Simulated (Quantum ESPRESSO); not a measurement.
**Moving the functional in KI**

```
CELL_PARAMETERS angstrom
0.00000 3.53277 3.53277
3.53277 0.00000 3.53277
3.53277 3.53277 0.00000
ATOMIC_POSITIONS crystal
I 0.50000 0.50000 0.50000
K 0.00000 0.00000 0.00000
```

Kept alike: task phonons; k mesh 2 × 2 × 2, shifted; occupations fermi-dirac, width 0.05 eV; no spin polarisation. Program: Quantum ESPRESSO, PseudoDojo 0.4.1 SR PBE standard, cutoff 1007 eV. The mesh is that of the run's cell of 2 atoms. No spin-orbit coupling.

| functional | electronic dielectric constant (mean of the diagonal) |
| --- | --- |
| BLYP | 2.66 |
| PBE | 2.78 |
| PW91 | 2.78 |
| revPBE | 2.60 |
| vdW-DF-cx | 2.85 |

The k mesh is coarse, so the values aren't converged. Runs of this series that gave no sound value for these columns are left out. All rows use potentials made for PBE.

Problem. What does the functional change here?

Solution. The electronic dielectric constant runs from 2.60 (revPBE) to 2.85 mean of the diagonal (vdW-DF-cx). From PBE: BLYP -0.12; PW91 +0.00; revPBE -0.18; vdW-DF-cx +0.07.
